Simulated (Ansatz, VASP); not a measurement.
# One calculation of HfO2, two programs

```
Hf O
1.0
     0.00000    2.55750    2.55750
     2.89304    0.00000    2.55750
     2.89304    2.55750    0.00000
Hf O
1 2
Direct
  0.00000 0.00000 0.00000
  0.25000 0.25000 0.25000
  0.75000 0.75000 0.75000
```

Change from the starting cell: strain +0.1312 x Voigt [1, 0, 0, 0, 0, 0], atoms carried along.

Alike in both runs: task single point; functional PBE; k mesh 8 × 8 × 8; occupations gaussian, width 0.05 eV; no spin polarisation.

|  | VASP | Ansatz |
| --- | --- | --- |
| version | VASP 6.6.1 | Ansatz 0.2.0 |
| potentials or method | VASP PAW PBE potentials, release 64 (Hf_pv, O) | scalar-relativistic, plane waves, PAW |
| plane-wave cutoff (eV) | 520 | 420 |
| valence electrons in the cell | 22 | 38 |

VASP gave:

| Item | Value |
| --- | --- |
| gap on the k mesh at the Fermi level (eV) | 1.88 |
| least direct gap on the mesh (eV) | 2.37 |
| pressure (GPa) | -26.6 |
| largest component of the traceless stress (GPa) | 32.76 |

Q: What did Ansatz give for the same quantities?

A: gap on the k mesh at the Fermi level (eV): 1.90; least direct gap on the mesh (eV): 2.39; pressure (GPa): -24.2; largest component of the traceless stress (GPa): 32.41.

The two sets of potentials don't hold the same shells in valence.

Caveats: so large a pressure means that the cell lies far from this level's equilibrium, or that cutoff or potentials fall short (VASP); spin-orbit coupling is left out, which moves the levels of the heavy elements. A k mesh can miss the band edges.
